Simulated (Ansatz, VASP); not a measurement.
Two plane-wave programs on AlNi

```
Ni Al
1.0
     2.88100    0.00000    0.00000
     0.00000    2.88100    0.00000
     0.00000    0.00000    2.88100
Ni Al
1 1
Direct
  0.50000 0.50000 0.50000
  0.00000 0.00000 0.00000
```

Alike in both runs: task single point; functional PBE; k mesh 9 × 9 × 9; occupations gaussian, width 0.1 eV; collinear spin, ferromagnetic start.

|  | VASP | Ansatz |
| --- | --- | --- |
| version | VASP 6.6.1 | Ansatz 0.2.0 |
| potentials or method | VASP PAW PBE potentials, release 54 (Ni, Al) | Ansatz PAW |
| plane-wave cutoff (eV) | 520 | 420 |
| valence electrons in the cell | 13 | 21 |

```tsv
	VASP	Ansatz	Ansatz less VASP
gap on the k mesh at the Fermi level (eV)	none	none	-
pressure (GPa)	1.9	1.9	+0.02
net moment per atom (μB)	0.00	0.00	0.000
```

A gap of «none» marks a metal or a gap that the smearing closes. The two sets of potentials don't hold the same shells in valence.

Caveats: the starting moments weren't kept (Ansatz).
